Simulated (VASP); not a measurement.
# Al in VASP: reference runs

Reference runs on Al: the cell as given.

All numbers are computed with VASP 6.6.1; they aren't measurements. Logs are shortened: lines on timing, memory, paths and dates and some standing lists are left out, and cuts for length are marked.

## Step 1: The cell of the first run

The cell holds a slab with vacuum, 5 atoms: a = 2.862 Å, b = 2.862 Å, c = 24.348 Å, α = 90.00°, β = 90.00°, γ = 120.00°.

The slab is cut from a database's or a generator's crystal, which needn't be the stable form of the element.

## Step 2: Single point, PBE (the (1 1 1) slab of Al, cut from the database cell, not relaxed)

Input file INCAR:

```
PREC     = Accurate       # precision mode
ENCUT    = 520            # plane-wave cutoff, eV
EDIFF    = 1E-7           # SCF threshold, eV
ISMEAR   = -1             # smearing method
SIGMA    = 0.05           # smearing width, eV
LREAL    = False          # projectors in reciprocal space
LASPH    = True           # aspherical terms in the spheres
NELM     = 80             # most SCF steps
ALGO     = Normal         # electronic algorithm
ISIF     = 2              # what is computed and relaxed
LWAVE    = False          # write WAVECAR
LCHARG   = False          # write CHGCAR
LDIPOL   = True         
IDIPOL   = 3            
DIPOL    = 0.5 0.5 0.500
GGA      = PE             # functional
NBANDS   = 16             # bands
```

Input file KPOINTS:

```
Automatic mesh
0
Gamma
  11 11 1
```

Input file POSCAR:

```
Al
1.0
    2.8623399660      0.0000000000      0.0000000000
   -1.4311699830      2.4788591248      0.0000000000
    0.0000000000      0.0000000000     24.3483631827
Al
5
Direct
    0.6666666667      0.3333333333      0.3080289194
    0.3333333333      0.6666666667      0.4040144597
    0.0000000000      0.0000000000      0.5000000000
    0.6666666667      0.3333333333      0.5959855403
    0.3333333333      0.6666666667      0.6919710806
```

Potentials or basis: VASP PAW PBE potentials, release 64 (Al).

The run is started by

```console
cat potpaw_PBE.64/Al/POTCAR > POTCAR
mpirun -np 1 vasp_std > vasp.out
```

OUTCAR:

```text
PREC = Accurate
   ENCUT = 520
   EDIFF = 1E-7
   ISMEAR = -1
   LREAL = False
   LASPH = True
   NELM = 80
   ISIF = 2
   GGA = PE

 ion  position               nearest neighbor table
   1  0.667  0.333  0.308-   2 2.86   2 2.86   2 2.86
   2  0.333  0.667  0.404-   1 2.86   3 2.86   1 2.86   3 2.86   3 2.86   1 2.86
   3  0.000  0.000  0.500-   2 2.86   4 2.86   2 2.86   4 2.86   4 2.86   2 2.86
   4  0.667  0.333  0.596-   5 2.86   3 2.86   5 2.86   3 2.86   3 2.86   5 2.86
   5  0.333  0.667  0.692-   4 2.86   4 2.86   4 2.86

  LATTYP: Found a hexagonal cell.
 ALAT       =     2.8623399660
 C/A-ratio  =     8.5064539754

  Lattice vectors:

 A1 = (   2.8623399660,   0.0000000000,   0.0000000000)
 A2 = (  -1.4311699830,   2.4788591248,   0.0000000000)
 A3 = (   0.0000000000,   0.0000000000,  24.3483631827)

Analysis of symmetry for initial positions (statically):
=====================================================================
 Subroutine PRICEL returns:
 Original cell was already a primitive cell.

 Routine SETGRP: Setting up the symmetry group for a
 hexagonal supercell.

 Subroutine GETGRP returns: Found 12 space group operations
 (whereof 12 operations were pure point group operations)
 out of a pool of 24 trial point group operations.

The static configuration has the point symmetry D_3d.

Analysis of symmetry for dynamics (positions and initial velocities):
=====================================================================
 Subroutine PRICEL returns:
 Original cell was already a primitive cell.

 Routine SETGRP: Setting up the symmetry group for a
 hexagonal supercell.

 Subroutine GETGRP returns: Found 12 space group operations
 (whereof 12 operations were pure point group operations)
 out of a pool of 24 trial point group operations.

The dynamic configuration has the point symmetry D_3d.

 Subroutine INISYM returns: Found 12 space group operations
 (whereof 12 operations are pure point group operations),
 and found     1 'primitive' translations

----------------------------------------------------------------------------------------

                                     Primitive cell

  volume of cell :     172.7599

  direct lattice vectors                    reciprocal lattice vectors
     2.862339966  0.000000000  0.000000000     0.349364510  0.201705694  0.000000000
    -1.431169983  2.478859125  0.000000000     0.000000000  0.403411388  0.000000000
     0.000000000  0.000000000 24.348363183     0.000000000  0.000000000  0.041070523

[... 90 lines left out ...]
   PSTRESS=    0.0 pullay stress
   NELECT =      15.0000    total number of electrons
   NUPDOWN=      -1.0000    fix difference up-down
   EMIN   =  10.00;   EMAX   =-10.00  energy-range for DOS
   EFERMI =   0.00;   METHOD = LEGACY
   ISMEAR =    -1;   SIGMA  =   0.05  broadening in eV -4-tet -1-fermi 0-gaus
   EFERMI_NEDOS =   21; number of points for ismear=-14 and -15
   IALGO  =     38    algorithm
   IMIX   =      4    mixing-type and parameters
     AMIX     =   0.40;   BMIX     =  1.00
     AMIX_MAG =   1.60;   BMIX_MAG =  1.00
  volume/ion in A,a.u.               =      34.55       233.17
  Fermi-wavevector in a.u.,A,eV,Ry     =   0.724921  1.369903  7.150013  0.525511
  Thomas-Fermi vector in A             =   1.815513
   LORBIT       =      0    0 simple, 1 ext, 2 COOP (PROOUT), +10 PAW based schemes
   GGA     = PE    functional components
   LHFCALC =     F    Hartree Fock is set to
   AEXX    =    0.0000 exact exchange contribution
   IVDW    =     0    specifies the selected vdW correction
   LEPSILON=     F    determine dielectric tensor
   LRPA    =     F    only Hartree local field effects (RPA)
 non-spin polarized calculation
  energy-cutoff  :      520.00
  volume of cell :      172.76
 maximum number of plane-waves:      4687
 NGX is ok and might be reduce to    24
   NGX = 11   NGY = 11   NGZ = 91

 number of electron      15.0000000 magnetization

 dipolmoment           0.000000      0.000000     -0.000000 electrons x Angstroem

 Free energy of the ion-electron system (eV)
  ---------------------------------------------------
  ext. energy  EPLUGINS =         0.00000000
  ---------------------------------------------------
  free energy    TOTEN  =       -17.99302187 eV

  energy without entropy =      -17.97170165  energy(sigma->0) =      -17.98236176

 E-fermi :   1.7827     XC(G=0):  -5.6443

 val. band max:        1.7789240751   @ k =   0.2727   0.0909   0.0000
 cond. band min:       1.8680660878   @ k =   0.1818   0.0909   0.0000
 fundamental gap:      0.0891420128
 Fermi energy:         1.7827435001

 k-point     1 :       0.0000    0.0000    0.0000
  band No.  band energies     occupation
      1      -9.1072      2.00000
      2      -8.4008      2.00000
      3      -7.2953      2.00000
      4      -5.7603      2.00000
      5      -3.8588      2.00000
      6      -1.8179      2.00000
[... 281 lines left out ...]
      3      -1.2996      2.00000
      4      -1.2549      2.00000
      5      -0.4106      2.00000
      6      -0.1332      2.00000
[... 8 lines left out ...]
     15       4.9830      0.00000
     16       5.2493      0.00000

------------------------ aborting loop because EDIFF is reached ----------------------------------------

 vacuum level on the upper side and lower side of the slab       (xc-potential included)        -0.096        -0.096

  FORCE on cell =-STRESS in cart. coord.  units (eV):
  Direction    XX          YY          ZZ          XY          YZ          ZX
  --------------------------------------------------------------------------------------
  -------------------------------------------------------------------------------------
  Total       -1.3078957     -1.3078957      0.0925272      0.0000000      0.0000000      0.0000000
  in kB      -12.1294428    -12.1294428      0.8580988      0.0000000      0.0000000      0.0000000
  external PRESSURE =      -7.8002623 kB  Pullay stress =       0.0000000 kB

 VOLUME and BASIS-vectors are now :
 -----------------------------------------------------------------------------
  energy-cutoff  :      520.00
  volume of cell :      172.76
      direct lattice vectors                 reciprocal lattice vectors
     2.862339966  0.000000000  0.000000000     0.349364510  0.201705694  0.000000000
    -1.431169983  2.478859125  0.000000000     0.000000000  0.403411388  0.000000000
     0.000000000  0.000000000 24.348363183     0.000000000  0.000000000  0.041070523

 POSITION                                       TOTAL-FORCE (eV/Angst)
 -----------------------------------------------------------------------------------
      1.43117      0.82629      7.50000        -0.000000      0.000000     -0.055443
     -0.00000      1.65257      9.83709         0.000000      0.000000      0.090476
      0.00000      0.00000     12.17418        -0.000000      0.000000      0.000000
      1.43117      0.82629     14.51127        -0.000000      0.000000     -0.090476
     -0.00000      1.65257     16.84836         0.000000      0.000000      0.055443
 -----------------------------------------------------------------------------------
    total drift:                               -0.000000     -0.000000      0.000000

  FREE ENERGIE OF THE ION-ELECTRON SYSTEM (eV)
  ---------------------------------------------------
  free  energy   TOTEN  =       -17.9930218728 eV

  energy  without entropy=      -17.9717016473  energy(sigma->0) =      -17.98236176

 vacuum level on the upper side and lower side of the slab         5.721         5.721
```

OSZICAR:

```text
N       E                     dE             d eps       ncg     rms          rms(c)
DAV:   1     0.270007870058E+02    0.27001E+02   -0.44817E+03   512   0.653E+02
DAV:   2    -0.168557167076E+02   -0.43857E+02   -0.39252E+02   720   0.106E+02
DAV:   3    -0.185697391994E+02   -0.17140E+01   -0.16894E+01   688   0.214E+01
[... 15 lines left out ...]
DAV:  19    -0.179930189490E+02   -0.18120E-04   -0.14320E-06   568   0.232E-03    0.891E-04
DAV:  20    -0.179930211382E+02   -0.21892E-05   -0.66006E-08   608   0.768E-04    0.321E-04
DAV:  21    -0.179930216801E+02   -0.54190E-06   -0.17026E-08   512   0.340E-04    0.131E-04
DAV:  22    -0.179930218746E+02   -0.19449E-06   -0.97941E-09   512   0.218E-04    0.581E-05
DAV:  23    -0.179930218728E+02    0.17415E-08   -0.20832E-10   480   0.840E-05
   1 F= -.17993022E+02 E0= -.17982362E+02  d E =-.213202E-01
```

stdout:

```text
POSCAR found type information on POSCAR Al
 POSCAR found :  1 types and       5 ions
 scaLAPACK will be used
 LDA part: xc-table for (Slater+PW92), standard interpolation
 POSCAR, INCAR and KPOINTS ok, starting setup
 FFT: planning ... GRIDC
 FFT: planning ... GRID_SOFT
 FFT: planning ... GRID
 WAVECAR not read
 entering main loop
```

It took 92 s on 1 thread of Intel Xeon Platinum 8375C at 2.90GHz (Ice Lake), shared host; peak memory 0.3 GiB.

Results:

| Item | Value |
| --- | --- |
| Free energy | -17.9930 eV |
| Largest force | 0.090 eV/Å |
| Band gap on the k mesh | none (metal or under the smearing width) |

Forces on the atoms (eV/Å):
```
Al   0.000  0.000 -0.055
Al   0.000  0.000  0.090
Al   0.000  0.000  0.000
Al   0.000  0.000 -0.090
Al   0.000  0.000  0.055
```
